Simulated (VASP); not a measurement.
# Al in VASP: further runs

One slab, Al, is run at these levels: PBE, LDA; tasks: work function.

All numbers are computed with VASP 6.6.1; they aren't measurements. Logs are shortened: lines on timing, memory, paths and dates and some standing lists are left out, and cuts for length are marked.

## 1. Starting point

The cell holds a slab with vacuum, 6 atoms: a = 2.827 Å, b = 2.827 Å, c = 26.482 Å, α = 90.00°, β = 90.00°, γ = 120.00°.

The slab is cut from a database's or a generator's crystal, which needn't be the stable form of the element.

## 2. Work function, PBE (the (0 0 1) slab of Al, cut from the database cell, not relaxed)

The input, INCAR:

```
ALGO = Fast
DIPOL = 0.5 0.5 0.500
EDIFF = 1E-6
ENCUT = 520
GGA = PE
IDIPOL = 3
ISIF = 2
ISMEAR = 0
LASPH = True
LCHARG = True
LDIPOL = True
LELF = True
LREAL = False
LVACPOTAV = True
LVHAR = True
LWAVE = False
NELM = 100
PREC = Accurate
SIGMA = 0.05
```

The input, KPOINTS:

```
k-points
0
Gamma
  11 11 1
```

The input, POSCAR:

```
Al
1.0
    2.8270770242      0.0000000000      0.0000000000
   -1.4135385121      2.4483205214      0.0000000000
    0.0000000000      0.0000000000     26.4824913375
Al
6
Direct
    0.6666666700      0.3333333400      0.2832059833
    0.0000000000      0.0000000000      0.3699235900
    0.3333333300      0.6666666600      0.4566411967
    0.0000000000      0.0000000000      0.5433588033
    0.6666666700      0.3333333400      0.6300764100
    0.0000000000      0.0000000000      0.7167940167
```

Potentials or basis: VASP PAW PBE potentials, release 64 (Al).

On the command line:

```
> cat potpaw_PBE.64/Al/POTCAR > POTCAR
> mpirun -np 1 vasp_std > vasp.out
```

OUTCAR:

```text
EDIFF = 1E-6
   ENCUT = 520
   GGA = PE
   ISIF = 2
   ISMEAR = 0
   LASPH = True
   LREAL = False
   NELM = 100
   PREC = Accurate

 ion  position               nearest neighbor table
   1  0.667  0.333  0.283-   2 2.82   2 2.82   2 2.82
   2  0.000  0.000  0.370-   3 2.82   1 2.82   1 2.82   3 2.82   1 2.82   3 2.82
   3  0.333  0.667  0.457-   4 2.82   2 2.82   4 2.82   4 2.82   2 2.82   2 2.82
   4  0.000  0.000  0.543-   3 2.82   5 2.82   3 2.82   3 2.82   5 2.82   5 2.82
   5  0.667  0.333  0.630-   4 2.82   6 2.82   4 2.82   6 2.82   4 2.82   6 2.82
   6  0.000  0.000  0.717-   5 2.82   5 2.82   5 2.82

  LATTYP: Found a hexagonal cell.
 ALAT       =     2.8270770242
 C/A-ratio  =     9.3674459913

  Lattice vectors:

 A1 = (   2.8270770242,   0.0000000000,   0.0000000000)
 A2 = (  -1.4135385121,   2.4483205214,   0.0000000000)
 A3 = (   0.0000000000,   0.0000000000,  26.4824913375)

Analysis of symmetry for initial positions (statically):
=====================================================================
 Subroutine PRICEL returns:
 Original cell was already a primitive cell.

 Routine SETGRP: Setting up the symmetry group for a
 hexagonal supercell.

 Subroutine GETGRP returns: Found  6 space group operations
 (whereof  6 operations were pure point group operations)
 out of a pool of 24 trial point group operations.

The static configuration has the point symmetry C_3v.

Analysis of symmetry for dynamics (positions and initial velocities):
=====================================================================
 Subroutine PRICEL returns:
 Original cell was already a primitive cell.

 Routine SETGRP: Setting up the symmetry group for a
 hexagonal supercell.

 Subroutine GETGRP returns: Found  6 space group operations
 (whereof  6 operations were pure point group operations)
 out of a pool of 24 trial point group operations.

The dynamic configuration has the point symmetry C_3v.

 Subroutine INISYM returns: Found  6 space group operations
 (whereof  6 operations are pure point group operations),
 and found     1 'primitive' translations

----------------------------------------------------------------------------------------

                                     Primitive cell

  volume of cell :     183.3010

  direct lattice vectors                    reciprocal lattice vectors
     2.827077024  0.000000000  0.000000000     0.353722234  0.204221627  0.000000000
    -1.413538512  2.448320521  0.000000000     0.000000000  0.408443254  0.000000000
     0.000000000  0.000000000 26.482491338     0.000000000  0.000000000  0.037760798

  length of vectors
     2.827077024  2.827077024 26.482491338     0.408443254  0.408443254  0.037760798

  position of ions in fractional coordinates (direct lattice)
     0.666666670  0.333333340  0.283205983
     0.000000000  0.000000000  0.369923590
     0.333333330  0.666666660  0.456641197
     0.000000000  0.000000000  0.543358803
     0.666666670  0.333333340  0.630076410
     0.000000000  0.000000000  0.716794017

  ion indices of the primitive-cell ions
   primitive index   ion index
                 1           1
                 2           2
                 3           3
                 4           4
                 5           5
                 6           6

----------------------------------------------------------------------------------------

 KPOINTS: k-points

Automatic generation of k-mesh.
 Grid dimensions read from file:
 generate k-points for:   11   11    1

 Generating k-lattice:

  Cartesian coordinates                     Fractional coordinates (reciprocal lattice)
     0.032156567  0.018565602  0.000000000     0.090909091  0.000000000  0.000000000
     0.000000000  0.037131205  0.000000000     0.000000000  0.090909091  0.000000000
     0.000000000  0.000000000  0.037760798     0.000000000  0.000000000  1.000000000

  Length of vectors
     0.037131205  0.037131205  0.037760798

  Shift w.r.t. Gamma in fractional coordinates (k-lattice)
     0.000000000  0.000000000  0.000000000

 Subroutine IBZKPT returns following result:
 ===========================================

 Found     16 irreducible k-points:

 Following reciprocal coordinates:
            Coordinates               Weight
  0.000000  0.000000  0.000000      1.000000
  0.090909  0.000000  0.000000      6.000000
  0.181818 -0.000000  0.000000      6.000000
  0.272727 -0.000000  0.000000      6.000000
  0.363636  0.000000  0.000000      6.000000
  0.454545 -0.000000  0.000000      6.000000
[... 8 lines left out ...]
  0.272727  0.272727  0.000000      6.000000
  0.363636  0.272727  0.000000      6.000000
   k-points           NKPTS =     16   k-points in BZ     NKDIM =     16   number of bands    NBANDS=     13
   number of dos      NEDOS =    301   number of ions     NIONS =      6
   total plane-waves  NPLWV = 115200
   dimension x,y,z NGX =    24 NGY =   24 NGZ =  200
   dimension x,y,z NGXF=    48 NGYF=   48 NGZF=  400
   ions per type =               6
   NGX,Y,Z   is equivalent  to a cutoff of  14.11, 14.11, 12.56 a.u.
   NGXF,Y,Z  is equivalent  to a cutoff of  28.23, 28.23, 25.11 a.u.
 SYSTEM =  unknown system
   PREC   = accura    normal or accurate (medium, high low for compatibility)
   ISTART =      0    job   : 0-new  1-cont  2-samecut
   ICHARG =      2    charge: 1-file 2-atom 10-const
   ISPIN  =      1    spin polarized calculation?
   LNONCOLLINEAR =      F non collinear calculations
   LSORBIT =      F    spin-orbit coupling
   LASPH  =      T    aspherical Exc in radial PAW
   ENCUT  =  520.0 eV  38.22 Ry    6.18 a.u.   5.26  5.26 49.24*2*pi/ulx,y,z
   NELM   =    100;   NELMIN=  2; NELMDL= -5     # of ELM steps
   EDIFF  = 0.1E-05   stopping-criterion for ELM
   LREAL  =      F    real-space projection
   EDIFFG = 0.1E-04   stopping-criterion for IOM
   NSW    =      0    number of steps for IOM
   IBRION =     -1    ionic relax: 0-MD 1-quasi-New 2-CG
   NFREE  =      0    steps in history (QN), initial steepest desc. (CG)
   ISIF   =      2    stress and relaxation
   ISYM   =      2    0-nonsym 1-usesym 2-fastsym
   POTIM  = 0.5000    time-step for ionic-motion
   TEBEG  =    0.0;   TEEND  =   0.0 temperature during run
   PSTRESS=    0.0 pullay stress
   NELECT =      18.0000    total number of electrons
   NUPDOWN=      -1.0000    fix difference up-down
   EMIN   =  10.00;   EMAX   =-10.00  energy-range for DOS
   EFERMI =   0.00;   METHOD = LEGACY
   ISMEAR =     0;   SIGMA  =   0.05  broadening in eV -4-tet -1-fermi 0-gaus
   EFERMI_NEDOS =   21; number of points for ismear=-14 and -15
   IALGO  =     68    algorithm
   IMIX   =      4    mixing-type and parameters
     AMIX     =   0.40;   BMIX     =  1.00
     AMIX_MAG =   1.60;   BMIX_MAG =  1.00
  volume/ion in A,a.u.               =      30.55       206.16
  Fermi-wavevector in a.u.,A,eV,Ry     =   0.755285  1.427281  7.761513  0.570455
  Thomas-Fermi vector in A             =   1.853144
   LORBIT       =      0    0 simple, 1 ext, 2 COOP (PROOUT), +10 PAW based schemes
   GGA     = PE    functional components
   LHFCALC =     F    Hartree Fock is set to
   AEXX    =    0.0000 exact exchange contribution
   IVDW    =     0    specifies the selected vdW correction
   LEPSILON=     F    determine dielectric tensor
   LRPA    =     F    only Hartree local field effects (RPA)
 non-spin polarized calculation
 RMM-DIIS sequential band-by-band and
 Gauss-broadening in eV      SIGMA  =   0.05
  energy-cutoff  :      520.00
  volume of cell :      183.30
 maximum number of plane-waves:      4966
 NGX is ok and might be reduce to    24
   NGX = 11   NGY = 11   NGZ = 99

 dipolmoment           0.000000      0.000000      0.004833 electrons x Angstroem

 number of electron      18.0000000 magnetization

 dipolmoment           0.000000      0.000000     -0.000260 electrons x Angstroem

 Free energy of the ion-electron system (eV)
  ---------------------------------------------------
  ext. energy  EPLUGINS =         0.00000000
  ---------------------------------------------------
  free energy    TOTEN  =       -21.65249778 eV

  energy without entropy =      -21.64575963  energy(sigma->0) =      -21.64912870

 E-fermi :   2.3881     XC(G=0):  -6.0821

 val. band max:        2.3617241927   @ k =   0.3636   0.1818   0.0000
 cond. band min:       2.3970661345   @ k =   0.2727   0.0909   0.0000
 fundamental gap:      0.0353419418
 Fermi energy:         2.3880800137

 k-point     1 :       0.0000    0.0000    0.0000
  band No.  band energies     occupation
      1      -8.7281      2.00000
      2      -8.2100      2.00000
      3      -7.3634      2.00000
      4      -6.2196      2.00000
      5      -4.7829      2.00000
      6      -3.0302      2.00000
      7      -1.3307      2.00000
      8       0.8353      2.00000
      9       2.9732      0.00000
     10       4.8762      0.00000
     11       5.9589      0.00000
     12       6.9003      0.00000
     13       7.0720      0.00000

 k-point     2 :       0.0909    0.0000    0.0000
  band No.  band energies     occupation
      1      -8.5244      2.00000
      2      -8.0069      2.00000
      3      -7.1613      2.00000
      4      -6.0188      2.00000
      5      -4.5836      2.00000
      6      -2.8311      2.00000
      7      -1.1400      2.00000
      8       1.0252      2.00000
      9       3.1598      0.00000
     10       5.0630      0.00000
     11       6.1575      0.00000
[... 211 lines left out ...]
 k-point    16 :       0.3636    0.2727    0.0000
  band No.  band energies     occupation
      1      -1.4449      2.00000
      2      -1.3627      2.00000
      3      -0.9712      2.00000
      4      -0.8915      2.00000
      5      -0.1928      2.00000
      6      -0.1351      2.00000
      7       0.6414      2.00000
      8       0.9350      2.00000
      9       1.0530      2.00000
     10       1.1796      2.00000
     11       2.1859      2.00000
     12       2.3012      1.98598
     13       2.7690      0.00000

------------------------ aborting loop because EDIFF is reached ----------------------------------------

  FORCE on cell =-STRESS in cart. coord.  units (eV):
  Direction    XX          YY          ZZ          XY          YZ          ZX
  --------------------------------------------------------------------------------------
  -------------------------------------------------------------------------------------
  Total        0.7414717      0.7414717      2.1091494     -0.0000000      0.0000000      0.0000000
  in kB        6.4809762      6.4809762     18.4354259     -0.0000000      0.0000000      0.0000000
  external PRESSURE =      10.4657928 kB  Pullay stress =       0.0000000 kB

 VOLUME and BASIS-vectors are now :
 -----------------------------------------------------------------------------
  energy-cutoff  :      520.00
  volume of cell :      183.30
      direct lattice vectors                 reciprocal lattice vectors
     2.827077024  0.000000000  0.000000000     0.353722234  0.204221627  0.000000000
    -1.413538512  2.448320521  0.000000000     0.000000000  0.408443254  0.000000000
     0.000000000  0.000000000 26.482491338     0.000000000  0.000000000  0.037760798

 POSITION                                       TOTAL-FORCE (eV/Angst)
 -----------------------------------------------------------------------------------
      1.41354      0.81611      7.50000        -0.000000     -0.000000     -0.126632
      0.00000      0.00000      9.79650         0.000000      0.000000     -0.069568
      0.00000      1.63221     12.09300         0.000000      0.000000     -0.007672
      0.00000      0.00000     14.38949         0.000000      0.000000      0.016515
      1.41354      0.81611     16.68599        -0.000000     -0.000000     -0.017668
      0.00000      0.00000     18.98249         0.000000      0.000000      0.205025
 -----------------------------------------------------------------------------------
    total drift:                               -0.000000      0.000000      0.000070

  FREE ENERGIE OF THE ION-ELECTRON SYSTEM (eV)
  ---------------------------------------------------
  free  energy   TOTEN  =       -21.6524977767 eV

  energy  without entropy=      -21.6457596278  energy(sigma->0) =      -21.64912870

 vacuum level on the upper side and lower side of the slab         6.497         6.504
```

Run time: 67 s. Hardware: 1 thread of Intel Xeon Platinum 8375C at 2.90GHz (Ice Lake), shared host; peak memory 0.31 GiB.

Results:

```yaml
Free_energy: -21.6525 eV
Largest_force: 0.205 eV/Å
Band_gap_on_the_k_mesh: none (metal or under the smearing width)
Work_function_of_the_upper_face: 4.11 eV
Work_function_of_the_lower_face: 4.12 eV
```

Forces on the atoms (eV/Å):
```
Al   0.000  0.000 -0.127
Al   0.000  0.000 -0.070
Al   0.000  0.000 -0.008
Al   0.000  0.000  0.017
Al   0.000  0.000 -0.018
Al   0.000  0.000  0.205
```

Levels at points of the mesh, in eV from the Fermi level:
```tsv
k point	band 6	band 7	band 8	band 9	band 10	band 11
(0.00, 0.00, 0.00)	-5.42	-3.72	-1.55	0.59	2.49	3.57
```

## 3. Work function, LDA

The input, INCAR:

```
PREC = Accurate
ENCUT = 520
EDIFF = 1E-6
ISMEAR = -1
SIGMA = 0.05
LREAL = F
LASPH = T
NELM = 80
ALGO = Normal
ISIF = 2
LWAVE = F
LCHARG = T
LDIPOL = T
IDIPOL = 3
DIPOL = 0.5 0.5 0.500
LELF = T
LVHAR = T
LVACPOTAV = T
```

The input, KPOINTS:

```
Automatic mesh
0
Gamma
  8 8 1
```

POSCAR is that of step 2.

Potentials or basis: VASP PAW LDA potentials, release 64 (Al).

On the command line:

```
> cat potpaw_LDA.64/Al/POTCAR > POTCAR
> mpirun -np 1 vasp_std > vasp.out
```

OUTCAR:

```text
PREC = Accurate
   ENCUT = 520
   EDIFF = 1E-6
   ISMEAR = -1
   LREAL = F
   LASPH = T
   NELM = 80
   ISIF = 2

 ion  position               nearest neighbor table
   1  0.667  0.333  0.283-   2 2.82   2 2.82   2 2.82
   2  0.000  0.000  0.370-   3 2.82   1 2.82   1 2.82   3 2.82   1 2.82   3 2.82
   3  0.333  0.667  0.457-   4 2.82   2 2.82   4 2.82   4 2.82   2 2.82   2 2.82
   4  0.000  0.000  0.543-   3 2.82   5 2.82   3 2.82   3 2.82   5 2.82   5 2.82
   5  0.667  0.333  0.630-   4 2.82   6 2.82   4 2.82   6 2.82   4 2.82   6 2.82
   6  0.000  0.000  0.717-   5 2.82   5 2.82   5 2.82

  LATTYP: Found a hexagonal cell.
 ALAT       =     2.8270770242
 C/A-ratio  =     9.3674459913

  Lattice vectors:

 A1 = (   2.8270770242,   0.0000000000,   0.0000000000)
 A2 = (  -1.4135385121,   2.4483205214,   0.0000000000)
 A3 = (   0.0000000000,   0.0000000000,  26.4824913375)

Analysis of symmetry for initial positions (statically):
=====================================================================
 Subroutine PRICEL returns:
 Original cell was already a primitive cell.

[... 321 lines left out ...]
      2      -1.7576      2.00000
      3      -1.3783      2.00000
      4      -1.2881      2.00000
      5      -0.6285      2.00000
      6      -0.5645      2.00000
      7       0.5264      2.00000
      8       0.6828      2.00000
      9       1.0513      2.00000
     10       1.3434      2.00000
     11       1.9094      1.99971
     12       2.4002      0.55115
     13       2.4876      0.12445

------------------------ aborting loop because EDIFF is reached ----------------------------------------

  FORCE on cell =-STRESS in cart. coord.  units (eV):
  Direction    XX          YY          ZZ          XY          YZ          ZX
  --------------------------------------------------------------------------------------
  -------------------------------------------------------------------------------------
  Total       -1.9366278     -1.9366278      1.0191897      0.0000000      0.0000000      0.0000000
  in kB      -16.9274673    -16.9274673      8.9084235      0.0000000      0.0000000      0.0000000
  external PRESSURE =      -8.3155037 kB  Pullay stress =       0.0000000 kB

 VOLUME and BASIS-vectors are now :
 -----------------------------------------------------------------------------
  energy-cutoff  :      520.00
  volume of cell :      183.30
      direct lattice vectors                 reciprocal lattice vectors
     2.827077024  0.000000000  0.000000000     0.353722234  0.204221627  0.000000000
    -1.413538512  2.448320521  0.000000000     0.000000000  0.408443254  0.000000000
     0.000000000  0.000000000 26.482491338     0.000000000  0.000000000  0.037760798

 POSITION                                       TOTAL-FORCE (eV/Angst)
 -----------------------------------------------------------------------------------
      1.41354      0.81611      7.50000         0.000000     -0.000000     -0.063520
      0.00000      0.00000      9.79650         0.000000     -0.000000      0.037927
      0.00000      1.63221     12.09300         0.000000      0.000000     -0.177135
      0.00000      0.00000     14.38949         0.000000     -0.000000      0.185867
      1.41354      0.81611     16.68599        -0.000000      0.000000     -0.118745
      0.00000      0.00000     18.98249        -0.000000     -0.000000      0.135606
 -----------------------------------------------------------------------------------
    total drift:                               -0.000000      0.000000      0.000015

  FREE ENERGIE OF THE ION-ELECTRON SYSTEM (eV)
  ---------------------------------------------------
  free  energy   TOTEN  =       -24.2336718788 eV

  energy  without entropy=      -24.2165298729  energy(sigma->0) =      -24.22510088

 vacuum level on the upper side and lower side of the slab         6.512         6.547
```

Run time: 25 s. Hardware: 1 thread of Intel Xeon 6975P-C (Granite Rapids), shared host; peak memory 0.24 GiB.

What came out:

```
Free energy                     : -24.2337 eV
Largest force                   : 0.186 eV/Å
Band gap on the k mesh          : none (metal or under the smearing width)
Work function of the upper face : 4.16 eV
Work function of the lower face : 4.20 eV
```

Forces in eV/Å, atoms in the order of the input:
```
Al   0.000  0.000 -0.064
Al   0.000  0.000  0.038
Al   0.000  0.000 -0.177
Al   0.000  0.000  0.186
Al   0.000  0.000 -0.119
Al   0.000  0.000  0.136
```
